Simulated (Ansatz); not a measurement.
# Ga: response to strain

Aim: deform Ga (equal xy, yz and zx engineering shear strains of -1 %) and compute stress, forces and field gradients with LAPW, PAW and all-electron datasets made for the crystal.

Method: DFT PBEsol, scalar-relativistic, in Ansatz 0.2.0.

## (1) Starting point

The structure is orthorhombic, space group Cmce (No. 64). The conventional cell has a = 4.511 Å, b = 7.645 Å, c = 4.517 Å, α = 90.00°, β = 90.00°, γ = 90.00°. Ga (site symmetry m) has 7 Ga at 2.44 to 2.79 Å as nearest neighbours.

Coordinates:

```cif
data_structure
_symmetry_space_group_name_H-M 'P 1'
_symmetry_Int_Tables_number 1
_cell_length_a 4.4382
_cell_length_b 4.4382
_cell_length_c 4.5167
_cell_angle_alpha 90.000
_cell_angle_beta 90.000
_cell_angle_gamma 118.916
_cell_volume 77.88
loop_
_atom_site_label
_atom_site_type_symbol
_atom_site_fract_x
_atom_site_fract_y
_atom_site_fract_z
_atom_site_occupancy
Ga1 Ga 0.15250 0.84750 0.07850 1
Ga2 Ga 0.65250 0.34750 0.42150 1
Ga3 Ga 0.84750 0.15250 0.92150 1
Ga4 Ga 0.34750 0.65250 0.57850 1
```

Atoms are numbered in the order of the input: Ga1, Ga2, Ga3, Ga4.

## (2) After the deformation

Space group Cmce before, P-1 after.

## (3) Full-potential LAPW

Contents of input.yaml:

```yaml
crystal:
  lattice:
    - [2.274462, -3.83367675, 0.00783525]
    - [2.236238, 3.81112325, -0.03038875]
    - [-0.0225835, -0.0225835, 4.5167]
  atoms:
    - { symbol: Ga, position: [0.1525, 0.8475, 0.0785] }
    - { symbol: Ga, position: [0.6525, 0.3475, 0.4215] }
    - { symbol: Ga, position: [0.8475, 0.1525, 0.9215] }
    - { symbol: Ga, position: [0.3475, 0.6525, 0.5785] }
kpoints:
  mp_grid: { grid: [9, 9, 8] }
  band_path:
    path:
      - [0.0, 0.0, 0.0]
      - [0.0, 0.0, 0.5]
      - [0.5, 0.0, 0.0]
      - [0.0, 0.0, 0.0]
      - [0.0, 0.5, 0.0]
      - [-0.5, 0.5, -0.5]
      - [0.0, 0.0, 0.0]
      - [-0.5, 0.5, 0.0]
      - [0.0, 0.5, -0.5]
    npoints: 5
scf:
  occupations: { method: fermi_dirac, width: 0.05 }
hamiltonian:
  xc: pbesol
  pseudopotentials: { kind: all_electron, lapw: { basis_error: 0.001 } }
output:
  forces: true
  stress: true
  eigenvalues: true
```

Launch:

```bash
$ ansatz run input.yaml --threads 1 --pin off --max-ram 6144MiB --backend cpu --events-out ev --progress --plain --runs-dir out
```

## (4) Frozen-core PAW

Contents of input.yaml:

```yaml
crystal:
  lattice:
    - [2.274462, -3.83367675, 0.00783525]
    - [2.236238, 3.81112325, -0.03038875]
    - [-0.0225835, -0.0225835, 4.5167]
  atoms:
    - { symbol: Ga, position: [0.1525, 0.8475, 0.0785] }
    - { symbol: Ga, position: [0.6525, 0.3475, 0.4215] }
    - { symbol: Ga, position: [0.8475, 0.1525, 0.9215] }
    - { symbol: Ga, position: [0.3475, 0.6525, 0.5785] }
kpoints:
  mp_grid: { grid: [9, 9, 8] }
scf:
  occupations: { method: fermi_dirac, width: 0.05 }
hamiltonian:
  xc: pbesol
  pseudopotentials: { kind: paw }
output:
  forces: true
  stress: true
  eigenvalues: true
  efg: { contact_densities: true }
```

## (5) Datasets made for this crystal

Changes to input.yaml since step 4:

```diff
@@ -16,3 +16,3 @@
   xc: pbesol
-  pseudopotentials: { kind: paw }
+  pseudopotentials: { kind: all_electron, datasets: crystal }
 output:
```

(Steps that only read results are left out.)

What does the calculation give? Wanted: pressure; largest shear or deviatoric stress.

**Answer**, as computed:

| quantity | value |
| --- | --- |
| pressure | LAPW -1.14, PAW -1.17, crystal datasets -1.15 GPa |
| largest shear or deviatoric stress (LAPW) | 1.47 GPa |

In words: The largest part of the stress beyond the pressure is 1.47 GPa in size, in the yy component; the atoms are carried along and not relaxed. No run of the undeformed cell stands beside it, so the pressure holds what the given cell had before the change. PAW: stress within 0.03 GPa of LAPW, forces within 2 meV/Å. Crystal datasets: stress within 0.01 GPa of LAPW, forces within 1 meV/Å.
